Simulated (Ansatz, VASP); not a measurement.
Two plane-wave programs on AgCl (Chlorargyrite)

```
Ag Cl
1.0
     0.00000    2.71664    2.71664
     2.71664    0.00000    2.71664
     2.71664    2.71664    0.00000
Ag Cl
1 1
Cartesian
  0.0000 0.0000 0.0000
  2.7166 2.7166 2.7166
```

Alike in both runs: task single point; functional PBE; k mesh 7 × 7 × 7; occupations fermi-dirac, width 0.05 eV; no spin polarisation.

```csv
,VASP,Ansatz
version,VASP 6.6.1,Ansatz 0.2.0
potentials or method,"VASP PAW PBE potentials, release 64 (Ag, Cl)",Ansatz PAW
plane-wave cutoff (eV),520,420
valence electrons in the cell,18,26
```

|  | VASP | Ansatz | Ansatz less VASP |
| --- | --- | --- | --- |
| gap on the k mesh at the Fermi level (eV) | 0.99 | 0.99 | +0.003 |
| least direct gap on the mesh (eV) | 3.45 | 3.46 | +0.002 |
| pressure (GPa) | 5.1 | 5.2 | +0.16 |

The two sets of potentials don't hold the same shells in valence.

Caveats: an odd mesh through Γ misses points on the zone boundary, where band edges often lie (VASP); odd divisions of the mesh miss points on the zone boundary, where band edges often lie, so the gap on the mesh can be too wide (Ansatz). A hybrid or GW would open this gap; PBE tends to underestimate it.
